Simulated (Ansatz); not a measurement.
Fe: frozen-core PAW against all-electron methods

```
CELL_PARAMETERS angstrom
0.00000 1.91550 1.93855
1.47819 0.00000 1.93855
1.47819 1.91550 0.00000
ATOMIC_POSITIONS crystal
Fe 0.00000 0.00000 0.00000
```

Structure from Materials Project entry mp-1271068 (possibly hypothetical), not relaxed further. The listed cell was then made from it by scaling, straining or moving an atom.

The magnetic state is the one reached from the start moments; no search over orders was made, so it needn't be the ground state.

Levels of theory: DFT, PBE, PAW with Ansatz's default frozen-core files, scalar-relativistic (Ansatz 0.2.0); DFT, PBE, all-electron LAPW, scalar-relativistic (Ansatz 0.2.0).

For PAW: a Γ-centred 16×16×16 k mesh, Fermi–Dirac smearing of 0.05 eV, cutoff 420 eV, spin-polarised from start moments Fe 3 μB. LAPW targets a basis error of 0.5 meV/atom. The Ansatz runs share mesh, smearing and spin set-up. Plane-wave (PAW) pressures include the program's estimate of the Pulay term.

Stress and pressure are positive in compression.

The change that made this cell: volume scaled by 0.96.

PAW results:

```
               quantity    PAW
         pressure (GPa)   7.72
        stress xx (GPa)   1.18
        stress yy (GPa)  12.12
        stress zz (GPa)   9.86
moment of the cell (μB)  2.118
```

Problem. What does all-electron LAPW give for the same quantities?

Solution. 
| quantity | LAPW |
| --- | --- |
| pressure (GPa) | 7.48 |
| stress xx (GPa) | 0.85 |
| stress yy (GPa) | 11.92 |
| stress zz (GPa) | 9.67 |
| moment of the cell (μB) | 2.111 |
